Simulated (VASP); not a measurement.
Write the native input for VASP 6.6.1 that does the following.

- Task: single point
- Functional: PBEsol
- Potentials or basis: VASP PAW PBE potentials, release 64 (Hf_pv, C)
- Cutoff: 520 eV
- k mesh: 4 × 4 × 3
- Occupations: fermi-dirac, width 0.05 eV
- Spin: no spin polarisation
- Dipole correction: no
- Further INCAR settings: ALGO = Fast; EDIFF = 1e-06; NBANDS = 22

The structure of HfC lies in POSCAR:

```
HfC
1.0
    3.3428660000      0.0000000000      0.0000000000
   -1.6714330000      2.8950070000      0.0000000000
    0.0000000000      0.0000000000      5.2027140000
Hf C
2 2
Direct
    0.6666666667      0.3333333333      0.7500000000
    0.3333333333      0.6666666667      0.2500000000
    0.0000000000      0.0000000000      0.0000000000
    0.0000000000      0.0000000000      0.5000000000
```

The cell comes from a database or a generator and needn't be the stable form of this composition.

These files were run (other wordings do the same):

INCAR

```
  ALGO = Fast
  EDIFF = 1E-6
  ENCUT = 520
  GGA = PS
  ISIF = 2
  ISMEAR = -1
  LASPH = T
  LCHARG = T
  LELF = T
  LREAL = F
  LVHAR = T
  LWAVE = F
  NBANDS = 22
  NELM = 100
  PREC = Accurate
  SIGMA = 0.05
```

KPOINTS

```
k-points
0
Gamma
  4 4 3
```

Potentials or basis: VASP PAW PBE potentials, release 64 (Hf_pv, C).

Command:

```sh
$ cat potpaw_PBE.64/Hf_pv/POTCAR potpaw_PBE.64/C/POTCAR > POTCAR
$ mpirun -np 1 vasp_std > vasp.out
```

It gave:

```yaml
Pressure: -8.2 GPa
Band_gap_on_the_k_mesh: none (metal or under the smearing width)
```

Caveat: the k mesh is coarse (spacing up to 0.54 Å⁻¹), so the values aren't converged; the PAW data sets were made with another functional, which shifts forces and pressure a little.

It took 8.1 s on 1 thread of Intel(R) Xeon(R) 6975P-C (Granite Rapids), on a shared host, peak memory 0.16 GiB.
